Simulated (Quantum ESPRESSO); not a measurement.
A run of Quantum ESPRESSO 7.5:

pw.in

```
&CONTROL
  calculation = 'scf'
  prefix = 'pwscf'
  outdir = './tmp'
  pseudo_dir = './pseudo'
  tprnfor = .true.
  tstress = .true.
  disk_io = 'nowf'
/
&SYSTEM
  ibrav = 0
  nat = 2
  ntyp = 2
  ecutwfc = 55
  ecutrho = 440
  nbnd = 9
  occupations = 'smearing'
  smearing = 'fd'
  degauss = 0.00367493
/
&ELECTRONS
  conv_thr = 4d-10
  electron_maxstep = 120
  mixing_beta = 0.5
/
ATOMIC_SPECIES
P     30.9738 P.pbe-n-rrkjus_psl.1.0.0.UPF
B     10.8100 b_pbe_v1.4.uspp.F.UPF
CELL_PARAMETERS angstrom
   0.0000000000    2.2690000000    2.2690000000
   2.2690000000    0.0000000000    2.2690000000
   2.2690000000    2.2690000000    0.0000000000
ATOMIC_POSITIONS crystal
P      0.7546500000    0.7555510000    0.7433890000
B     -0.0097010000    0.0090470000   -0.0024710000
K_POINTS automatic
10 10 10 0 0 0
```

Potentials or basis: SSSP 1.3 efficiency PBE.

Run with:

```sh
$ OMP_NUM_THREADS=1 pw.x -in pw.in > pw.out
```

Hardware: 1 thread of Intel(R) Xeon(R) Platinum 8488C (Sapphire Rapids) (shared host).

**Question.** Estimate the wall time of this run.

**Answer.** Run time: 57 s on 1 thread of Intel(R) Xeon(R) Platinum 8488C (Sapphire Rapids), on a shared host, peak memory 0.21 GiB. Counts: scf iterations 9, bands 9, k points 504, g dense 24597.
